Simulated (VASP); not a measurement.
**C: single point with PBE+D3(BJ)**

C, a slab with vacuum:

```
CELL_PARAMETERS angstrom
2.46496 0.00000 0.00000
-1.23248 2.13472 0.00000
0.00000 0.00000 32.74054
ATOMIC_POSITIONS crystal
C 0.00000 0.00000 0.44853
C 0.66667 0.33333 0.44853
C 0.00000 0.00000 0.55147
C 0.33333 0.66667 0.55147
```

```
Program             : VASP 6.6.1
Task                : single point
Functional          : PBE
Dispersion          : D3(BJ)
Potentials or basis : VASP PAW PBE potentials, release 64 (C)
Cutoff              : 520 eV
k mesh              : 9 × 9 × 1
Occupations         : gaussian, width 0.1 eV
Spin                : no spin polarisation
```

* Largest force: 0.021 eV/Å
* Band gap on the k mesh: none (metal or under the smearing width)
* Dispersion energy per atom: -0.119 eV

Forces on the atoms (eV/Å):
```
C    0.000  0.000  0.021
C    0.000  0.000 -0.017
C    0.000  0.000 -0.021
C    0.000  0.000  0.017
```

Levels at points of the mesh, in eV from the Fermi level:
| k point | band 4 | band 5 | band 6 | band 7 | band 8 | band 9 | band 10 | band 11 | band 12 | band 13 |
| --- | --- | --- | --- | --- | --- | --- | --- | --- | --- | --- |
| (0.00, 0.00, 0.00) | -7.13 | -3.03 | -3.03 | -3.02 | -3.02 | 3.44 | 3.79 | 4.27 | 4.49 | 4.83 |

It took 46 s on 1 thread of Intel(R) Xeon(R) Platinum 8259CL CPU @ 2.50GHz (Skylake/Cascade Lake), on a shared host, peak memory 0.26 GiB.
